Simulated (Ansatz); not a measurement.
Write the native input for Ansatz 0.2.0 that does the following.

```
Task                : phonons
Functional          : PBEsol
Potentials or basis : Ansatz PAW
Cutoff              : 420 eV (not typed: the program's choice for these potentials)
k mesh              : 8 × 8 × 4
Occupations         : fermi-dirac, width 0.05 eV
Spin                : no spin polarisation
```

The system is TiSe.

```
Se Ti
1.0
     3.55900    0.00000    0.00000
    -1.77950    3.08218    0.00000
     0.00000    0.00000    6.22000
Se Ti
2 2
Direct
  0.66667 0.33333 0.75000
  0.33333 0.66667 0.25000
  0.00000 0.00000 0.50000
  0.00000 0.00000 0.00000
```

One way to write it, as run:

input.yaml

```yaml
crystal:
  lattice:
    - [3.559, 0.0, 0.0]
    - [-1.7795, 3.0821844121, 0.0]
    - [0.0, 0.0, 6.22]
  atoms:
    - { symbol: Se, position: [0.6666666667, 0.3333333333, 0.75] }
    - { symbol: Se, position: [0.3333333333, 0.6666666667, 0.25] }
    - { symbol: Ti, position: [0.0, 0.0, 0.5] }
    - { symbol: Ti, position: [0.0, 0.0, 0.0] }
hamiltonian:
  xc: pbesol
  pseudopotentials: { kind: paw }
kpoints:
  mp_grid: { grid: [8, 8, 4] }
scf:
  occupations: { method: fermi_dirac, width: 0.05 }
phonons:
  method: dfpt
```

Potentials or basis: Ansatz PAW.

Command:

```sh
$ ansatz run input.yaml --threads 2 --pin off --max-ram 5632MiB --backend cpu --events-out ev --progress --plain --runs-dir out
```

It gave:

- Band gap on the k mesh: none (metal or under the smearing width)
- Highest phonon frequency at Γ: 272 cm⁻¹

Wall time 23 s on 2 threads of Intel(R) Xeon(R) 6975P-C (Granite Rapids), on a shared host, peak memory 0.97 GiB.
